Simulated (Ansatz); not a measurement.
NaI:

```
CELL_PARAMETERS angstrom
0.00000 3.23640 3.23640
3.23640 0.00000 3.23640
3.23640 3.23640 0.00000
ATOMIC_POSITIONS crystal
I 0.50000 0.50000 0.50000
Na 0.00000 0.00000 0.00000
```

Program: Ansatz 0.2.0. Alike in all runs: task band structure; level PBEsol; cell as given; smearing fermi-dirac 0.05 eV; basis error allowed 0.001 eV/atom.

Order these runs on this cell by their band gap on the k mesh, lowest first.
A. potentials or basis all-electron LAPW, scalar-relativistic; spin off; k mesh 7 × 7 × 7; cutoff (eV) 133
B. potentials or basis all-electron LAPW, relativistic spinors; spin SOC, no magnetisation; k mesh 5 × 5 × 5; cutoff (eV) 133
C. potentials or basis all-electron LAPW, non-relativistic; spin off; k mesh 7 × 7 × 7; cutoff (eV) 132

B (3.17 eV), A (3.51 eV), C (4.09 eV).

Caveats: spin-orbit coupling is left out, which moves the levels of the heavy elements (some runs); relativity is left out, which matters for the heavier elements (some runs).

A k mesh can miss the band edges.

Not every run made on this cell is shown here.
